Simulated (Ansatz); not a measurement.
## Electric field gradients in SnO2

```xyz
6
Lattice="4.7374 0.0000 0.0000 0.0000 4.7374 0.0000 0.0000 0.0000 3.1864" Properties=species:S:1:pos:R:3 pbc="T T T"
Sn    0.0000    0.0000    0.0000
Sn    2.3687    2.3687    1.5932
O     1.4478    1.4478    0.0000
O     0.9208    3.8165    1.5932
O     3.2895    3.2895    0.0000
O     3.8165    0.9208    1.5932
```

Atom numbers follow the list: Sn1, Sn2, O3, O4, O5, O6.

The cell comes from COD entry 2101853, which wasn't checked; take it as a given geometry.

Levels of theory: DFT, PBE, all-electron PAW with datasets made for the crystal, scalar-relativistic (Ansatz 0.2.0); DFT, PBE, PAW with Ansatz's default frozen-core files, scalar-relativistic (Ansatz 0.2.0).

For the crystal-made all-electron datasets (AE datasets): a Γ-centred 4×4×6 k mesh, Fermi–Dirac smearing of 0.03 eV, cutoff 460 eV (chosen by the program for this cell), no spin polarisation. PAW takes a cutoff of 420 eV at this cell. The Ansatz runs share mesh, smearing and spin set-up.

Spin–orbit coupling is left out, which moves gradients at and beside heavy atoms by some per cent and at worst by a factor of two.

Vzz is the principal value of largest size of the traceless field-gradient tensor, in 10²¹ V/m², and η = (Vxx − Vyy)/Vzz with |Vzz| ≥ |Vyy| ≥ |Vxx|.

| site | site symmetry | Vzz (η), AE datasets | Vzz (η), PAW |
| --- | --- | --- | --- |
| Sn1 | m.mm | ? | 5.67 (η = 0.60) |
| O3 | m.2m | -10.44 (η = 0.14) | ? |

Task: What belongs in the row "O3", column "Vzz (η), PAW"?

Result: -10.58 (η = 0.14).

Task: What belongs in the row "Sn1", column "Vzz (η), AE datasets"?

Result: 5.92 (η = 0.59).

Task: Taking Q(O-17) = -0.0256 b, what quadrupole coupling constant follows at O3 from AE datasets?

Result: Cq = eQVzz/h = 24.180 MHz × -0.0256 × (-10.44) = 6.46 MHz.

Task: With Q(Sn-119, excited state) = -0.132 b and Eγ = 23.875 keV, what Mössbauer quadrupole splitting follows at Sn1 from AE datasets?

Result: ΔEQ = (eQVzz/2)(1 + η²/3)^½ c/Eγ = -0.52 mm/s.
